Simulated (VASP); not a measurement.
# Si (P6_3/mmc) in VASP: notebook, part 2 of 2

VASP 6.6.1. Earlier steps stand in the parts before.

### 5 Relaxation of shape and atoms at fixed volume, PBE (a relaxed cell with its volume scaled by 1.04)

Contents of INCAR:

```
SYSTEM = Si
  ALGO = Fast
  EDIFF = 1E-7
  EDIFFG = -0.01
  ENCUT = 300
  GGA = PE
  IBRION = 2
  ISIF = 4
  ISMEAR = 0
  LASPH = .TRUE.
  LCHARG = .FALSE.
  LREAL = .FALSE.
  LWAVE = .FALSE.
  NELM = 80
  NSW = 40
  PREC = Accurate
  SIGMA = 0.03
```

Contents of KPOINTS:

```
k-points
0
G
  6 6 3
  0 0 0
```

Contents of POSCAR:

```
Si                                      
1.0
    2.6443462875      0.0000000000      0.0000000000
   -1.3221731438      2.2900710615      0.0000000000
    0.0000000000      0.0000000000      5.0875212605
  Si            
     2
Direct
     0.3333333300000021    0.6666666699999979    0.2500000000000000
     0.6666666699999979    0.3333333300000021    0.7500000000000000
```

Potentials or basis: VASP PAW PBE potentials, release 64 (Si).

The run is started by

```console
$ cat potpaw_PBE.64/Si/POTCAR > POTCAR
$ mpirun -np 1 vasp_std > vasp.out
```

OUTCAR:

```text
SYSTEM = Si
   EDIFF = 1E-7
   EDIFFG = -0.01
   ENCUT = 300
   GGA = PE
   IBRION = 2
   ISIF = 4
   ISMEAR = 0
   LASPH = .TRUE.
   LREAL = .FALSE.
   NELM = 80
   NSW = 40
   PREC = Accurate

 ion  position               nearest neighbor table
   1  0.333  0.667  0.250-   2 2.97   2 2.97   2 2.97   2 2.97   2 2.97   2 2.97
   2  0.667  0.333  0.750-   1 2.97   1 2.97   1 2.97   1 2.97   1 2.97   1 2.97

  LATTYP: Found a hexagonal cell.
 ALAT       =     2.6443462875
 C/A-ratio  =     1.9239239900

  Lattice vectors:

 A1 = (   2.6443462875,   0.0000000000,   0.0000000000)
 A2 = (  -1.3221731438,   2.2900710615,   0.0000000000)
 A3 = (   0.0000000000,   0.0000000000,   5.0875212605)

Analysis of symmetry for initial positions (statically):
=====================================================================
 Subroutine PRICEL returns:
 Original cell was already a primitive cell.

 Routine SETGRP: Setting up the symmetry group for a
 hexagonal supercell.

 Subroutine GETGRP returns: Found 24 space group operations
 (whereof 12 operations were pure point group operations)
 out of a pool of 24 trial point group operations.

The static configuration has the point symmetry D_3d.
 The point group associated with its full space group is D_6h.

Analysis of symmetry for dynamics (positions and initial velocities):
=====================================================================
 Subroutine PRICEL returns:
 Original cell was already a primitive cell.

 Routine SETGRP: Setting up the symmetry group for a
 hexagonal supercell.

 Subroutine GETGRP returns: Found 24 space group operations
 (whereof 12 operations were pure point group operations)
 out of a pool of 24 trial point group operations.

The dynamic configuration has the point symmetry D_3d.
 The point group associated with its full space group is D_6h.
[... 165 lines left out ...]
 -----------------------------------------------------------------------------------
    total drift:                               -0.000000      0.000000     -0.000000

  FREE ENERGIE OF THE ION-ELECTRON SYSTEM (eV)
  ---------------------------------------------------
  free  energy   TOTEN  =        -9.7774108726 eV

  energy  without entropy=       -9.7764672896  energy(sigma->0) =       -9.77693908

--------------------------------------- Ionic step        2  -------------------------------------------

 number of electron       8.0000001 magnetization

 Free energy of the ion-electron system (eV)
  ---------------------------------------------------
  ext. energy  EPLUGINS =         0.00000000
  ---------------------------------------------------
  free energy    TOTEN  =        -9.77746579 eV

  energy without entropy =       -9.77626264  energy(sigma->0) =       -9.77686421

 E-fermi :   9.6740     XC(G=0): -10.9162

 val. band max:        9.6454543376   @ k =   0.3333   0.1667   0.0000
 cond. band min:       9.6816627342   @ k =   0.5000   0.0000   0.0000
 fundamental gap:      0.0362083966
 Fermi energy:         9.6739542360

 k-point     1 :       0.0000    0.0000    0.0000
  band No.  band energies     occupation
      1      -4.5880      2.00000
      2      -0.2220      2.00000
      3       2.2933      2.00000
      4      15.6808      0.00000
      5      17.4742      0.00000
      6      19.7778      0.00000
      7      19.7778      0.00000
      8      20.7582      0.00000
[... 133 lines left out ...]
 k-point    14 :       0.3333    0.3333    0.3333
  band No.  band energies     occupation
      1       4.8817      2.00000
      2       4.8817      2.00000
      3       5.3794      2.00000
      4       6.6532      2.00000
      5       6.6532      2.00000
      6       6.8883      2.00000
      7      13.4042      0.00000
      8      13.4042      0.00000

------------------------ aborting loop because EDIFF is reached ----------------------------------------

  FORCE on cell =-STRESS in cart. coord.  units (eV):
  Direction    XX          YY          ZZ          XY          YZ          ZX
  --------------------------------------------------------------------------------------
  -------------------------------------------------------------------------------------
  Total       -0.4002615     -0.4002615     -0.4268383      0.0000000     -0.0000000      0.0000000
  in kB      -20.8152147    -20.8152147    -22.1973129      0.0000000     -0.0000000      0.0000000
  external PRESSURE =     -21.2759141 kB  Pullay stress =       0.0000000 kB

 VOLUME and BASIS-vectors are now :
 -----------------------------------------------------------------------------
  energy-cutoff  :      300.00
  volume of cell :       30.81
      direct lattice vectors                 reciprocal lattice vectors
     2.642247435  0.000000000  0.000000000     0.378465690  0.218507268 -0.000000000
    -1.321123718  2.288253402 -0.000000000    -0.000000000  0.437014537 -0.000000000
     0.000000000  0.000000000  5.095606950    -0.000000000  0.000000000  0.196247475

 POSITION                                       TOTAL-FORCE (eV/Angst)
 -----------------------------------------------------------------------------------
     -0.00000      1.52550      1.27390        -0.000000      0.000000      0.000000
      1.32112      0.76275      3.82171         0.000000     -0.000000      0.000000
 -----------------------------------------------------------------------------------
    total drift:                               -0.000000      0.000000     -0.000000

  FREE ENERGIE OF THE ION-ELECTRON SYSTEM (eV)
  ---------------------------------------------------
  free  energy   TOTEN  =        -9.7774657854 eV

  energy  without entropy=       -9.7762626434  energy(sigma->0) =       -9.77686421

 reached required accuracy - stopping structural energy minimisation
```

OSZICAR:

```text
N       E                     dE             d eps       ncg     rms          rms(c)
DAV:   1     0.107724714503E+01    0.10772E+01   -0.27500E+03   232   0.548E+02
DAV:   2    -0.971332565326E+01   -0.10791E+02   -0.10329E+02   360   0.614E+01
DAV:   3    -0.982975549532E+01   -0.11643E+00   -0.11635E+00   344   0.660E+00
[... 15 lines left out ...]
RMM:   2    -0.977747867320E+01    0.29357E-04   -0.64386E-05   224   0.651E-02    0.171E-02
RMM:   3    -0.977746604088E+01    0.12632E-04   -0.20638E-05   224   0.307E-02    0.269E-03
RMM:   4    -0.977746590290E+01    0.13798E-06   -0.23272E-06   223   0.130E-02    0.152E-03
RMM:   5    -0.977746578786E+01    0.11503E-06   -0.35484E-07   192   0.477E-03    0.564E-04
RMM:   6    -0.977746578535E+01    0.25061E-08   -0.60168E-08   141   0.209E-03
   2 F= -.97774658E+01 E0= -.97768642E+01  d E =-.549127E-04
```

CONTCAR:

```text
Si
   1.00000000000000
     2.6422474352817815    0.0000000000005888    0.0000000000000000
    -1.3211237176903412    2.2882534021573555   -0.0000000000000000
     0.0000000000000000    0.0000000000000000    5.0956069500762169
  Si
     2
Direct
     0.3333333300000021    0.6666666699999979    0.2500000000000000
     0.6666666699999979    0.3333333300000021    0.7500000000000000

  0.00000000E+00  0.00000000E+00  0.00000000E+00
  0.00000000E+00  0.00000000E+00  0.00000000E+00
```

Run time: 3.7 s. Hardware: 1 thread of Intel Xeon Platinum 8259CL at 2.50GHz (Skylake/Cascade Lake), shared host; peak memory 0.11 GiB.

What came out:

* Free energy: -9.7775 eV
* Energy gained by relaxing: 0.0 meV/atom
* Ionic steps: 2
* Pressure after relaxing: -2.1 GPa
* Band gap on the k mesh: none (metal or under the smearing width)

Final structure:
```xyz
2
Lattice="2.6422 0.0000 0.0000 -1.3211 2.2883 0.0000 0.0000 0.0000 5.0956" Properties=species:S:1:pos:R:3 pbc="T T T"
Si    0.0000    1.5255    1.2739
Si    1.3211    0.7628    3.8217
```

Levels at points of the mesh, in eV from the Fermi level:
| k point | band 1 | band 2 | band 3 | band 4 | band 5 | band 6 | band 7 | band 8 |
| --- | --- | --- | --- | --- | --- | --- | --- | --- |
| (0.00, 0.00, 0.00) | -14.26 | -9.90 | -7.38 | 6.01 | 7.80 | 10.10 | 10.10 | 11.08 |
| (0.50, 0.00, 0.00) | -7.62 | -7.23 | -3.39 | -3.01 | -1.42 | 0.01 | 4.67 | 6.71 |

Caveat: the k mesh is coarse (spacing up to 0.46 Å⁻¹), so the values aren't converged; the cutoff is under 1.25 times the usual one of these potentials, so pressure, stress and relaxed cells hold a basis-set (Pulay) error.

### 6 Relaxation of shape and atoms at fixed volume, PBE (a relaxed cell with its volume scaled by 1.06)

INCAR is that of step 5.

KPOINTS is that of step 5.

Contents of POSCAR:

```
Si                                      
1.0
    2.6611897116      0.0000000000      0.0000000000
   -1.3305948558      2.3046578946      0.0000000000
    0.0000000000      0.0000000000      5.1199267282
  Si            
     2
Direct
     0.3333333300000021    0.6666666699999979    0.2500000000000000
     0.6666666699999979    0.3333333300000021    0.7500000000000000
```

Potentials or basis: VASP PAW PBE potentials, release 64 (Si).

The run is started by

```console
$ cat potpaw_PBE.64/Si/POTCAR > POTCAR
$ mpirun -np 1 vasp_std > vasp.out
```

Run time: 4.5 s. Hardware: 1 thread of Intel Xeon Platinum 8259CL at 2.50GHz (Skylake/Cascade Lake), shared host; peak memory 0.11 GiB.

Results (log left out):

- Free energy: -9.7695 eV
- Energy gained by relaxing: 0.0 meV/atom
- Ionic steps: 3
- Pressure after relaxing: -3.2 GPa
- Band gap on the k mesh: none (metal or under the smearing width)

Final structure:
```yaml
crystal:
  lattice:
    - [2.65945, 0.00000, 0.00000]
    - [-1.32973, 2.30315, 0.00000]
    - [0.00000, 0.00000, 5.12663]
  atoms:
    - { symbol: Si, position: [0.33333, 0.66667, 0.25000] }
    - { symbol: Si, position: [0.66667, 0.33333, 0.75000] }
```

Levels at points of the mesh, in eV from the Fermi level:
```
           k point  band 1  band 2  band 3  band 4  band 5  band 6  band 7  band 8
(0.00, 0.00, 0.00)  -14.09   -9.81   -7.25    5.90    7.79    9.91    9.91   10.92
(0.50, 0.00, 0.00)   -7.55   -7.13   -3.36   -3.04   -1.38    0.06    4.58    6.65
```

Caveat: the k mesh is coarse (spacing up to 0.45 Å⁻¹), so the values aren't converged; the cutoff is under 1.25 times the usual one of these potentials, so pressure, stress and relaxed cells hold a basis-set (Pulay) error.

### 7 Overview

```tsv
cell	gap on the mesh (eV)	pressure (GPa)
atoms relaxed at fixed volume from: a relaxed cell with its volume scaled by 0.98	none	0.3
atoms relaxed at fixed volume	none	0.0
atoms relaxed at fixed volume from: a relaxed cell with its volume scaled by 1.02	none	-1.5
atoms relaxed at fixed volume from: a relaxed cell with its volume scaled by 1.04	none	-2.1
atoms relaxed at fixed volume from: a relaxed cell with its volume scaled by 1.06	none	-3.2
```

Alike in all rows: task relaxation of shape and atoms at fixed volume; level PBE; potentials or basis VASP PAW PBE potentials, release 64 (Si); no spin polarisation; k mesh 6 × 6 × 3; cutoff (eV) 300; smearing gaussian 0.03 eV; the mesh is coarse, so values aren't converged.

Caveats: all runs use coarse meshes; the cutoff is under 1.25 times the usual one of these potentials, so pressure, stress and relaxed cells hold a basis-set (Pulay) error; the relaxation stopped at its first step, so nothing moved (some runs).

Total energies depend on the potentials used, so only differences within one code and one set of settings carry meaning.
